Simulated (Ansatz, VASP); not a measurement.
## Hf: VASP beside Ansatz

```xyz
1
Lattice="0.0000 2.2430 2.2430 2.2430 0.0000 2.2430 2.2430 2.2430 0.0000" Properties=species:S:1:pos:R:3 pbc="T T T"
Hf    0.0000    0.0000    0.0000
```

Alike in both runs: task relaxation of cell and atoms; functional PBE; k mesh 16 × 16 × 16; occupations gaussian, width 0.1 eV; no spin polarisation.

|  | VASP | Ansatz |
| --- | --- | --- |
| version | VASP 6.6.1 | Ansatz 0.2.0 |
| potentials or method | VASP PAW PBE potentials, release 64 (Hf_pv) | scalar-relativistic, plane waves, PAW |
| plane-wave cutoff (eV) | 600 | 420 |
| valence electrons in the cell | 10 | 26 |

Ansatz gave:

* gap on the k mesh at the Fermi level, each at its own relaxed structure (eV): none
* relaxed volume (Å³/atom): 22.57
* relaxed cell length with the largest relative difference (Å): 3.172

**Question.** Estimate VASP's values.

**Answer.** gap on the k mesh at the Fermi level, each at its own relaxed structure (eV): none; relaxed volume (Å³/atom): 22.45; relaxed cell length with the largest relative difference (Å): 3.166.

A gap of «none» marks a metal or a gap that the smearing closes. The two sets of potentials don't hold the same shells in valence.

Spin-orbit coupling is left out, which matters for the levels of Hf.
